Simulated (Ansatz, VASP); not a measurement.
This is a calculation of Li for VASP 6.6.1.

INCAR

```
  PREC = Accurate
  ENCUT = 550
  EDIFF = 1E-7
  ISMEAR = 0
  SIGMA = 0.02
  LREAL = F
  LASPH = T
  NELM = 60
  ALGO = Normal
  ISIF = 2
  LWAVE = F
  LCHARG = F
  GGA = CA
  NBANDS = 6
```

The input KPOINTS:

```
Automatic mesh
0
Gamma
  11 11 11
```

File POSCAR:

```
Li
3.0391
   -0.577358428482      0.577358428482      0.577358428482
    0.577358428482     -0.577358428482      0.577358428482
    0.577358428482      0.577358428482     -0.577358428482
Li
1
Direct
    0.0000000000      0.0000000000      0.0000000000
```

Potentials or basis: VASP PAW LDA potentials, release 64 (Li_GW).

Run with:

```sh
$ cat potpaw_LDA.64/Li_GW/POTCAR > POTCAR
$ mpirun -np 1 vasp_std > vasp.out
```

Task: Translate it to Ansatz 0.2.0. Potentials there: Ansatz PAW.

Result: As run (the cutoff follows the program's own potentials):

input.yaml

```yaml
crystal:
  lattice:
    - [-1.75465, 1.75465, 1.75465]
    - [1.75465, -1.75465, 1.75465]
    - [1.75465, 1.75465, -1.75465]
  atoms:
    - { symbol: Li, position: [0.0, 0.0, 0.0] }
hamiltonian:
  xc: lda
  pseudopotentials: { kind: paw }
kpoints:
  mp_grid: { grid: [11, 11, 11] }
scf:
  occupations: { method: gaussian, width: 0.02 }
output:
  forces: true
  stress: true
  eigenvalues: true
```

Potentials or basis: Ansatz PAW.

Launch:

```console
$ ansatz run input.yaml --threads 2 --pin off --max-ram 5632MiB --backend cpu --events-out ev --progress --plain --runs-dir out
```

Both were run:

|  | VASP | Ansatz | Ansatz less VASP |
| --- | --- | --- | --- |
| gap on the k mesh at the Fermi level (eV) | none | none | - |
| pressure (GPa) | -1.6 | -1.6 | 0.00 |

A gap of «none» marks a metal or a gap that the smearing closes. The two sets of potentials don't hold the same shells in valence.
